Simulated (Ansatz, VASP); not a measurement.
**Two plane-wave programs on Sr**

```
Sr
1.0
     3.66955    0.00000    0.00000
    -1.83478    3.17792    0.00000
     0.00000    0.00000    6.17759
Sr
2
Direct
  0.33333 0.66667 0.25000
  0.66667 0.33333 0.75000
```

Alike in both runs: functional r2SCAN; k mesh 12 × 12 × 8; occupations gaussian, width 0.1 eV; no spin polarisation.

Ansatz relaxed the structure, and its values are those at the end. VASP's run is a single point on that final structure, the one shown.

```csv
,VASP,Ansatz
version,VASP 6.6.1,Ansatz 0.2.0
potentials or method,"VASP PAW PBE potentials, release 64 (Sr_sv)","scalar-relativistic, plane waves, PAW"
plane-wave cutoff (eV),520,500
valence electrons in the cell,20,20
```

|  | VASP | Ansatz | Ansatz less VASP |
| --- | --- | --- | --- |
| gap on the k mesh at the Fermi level (eV) | none | none | - |
| pressure (GPa) | 10.1 | 10.0 | -0.07 |

A gap of «none» marks a metal or a gap that the smearing closes.

Caveats: the PAW data sets were made with another functional, which shifts forces and pressure a little (VASP).
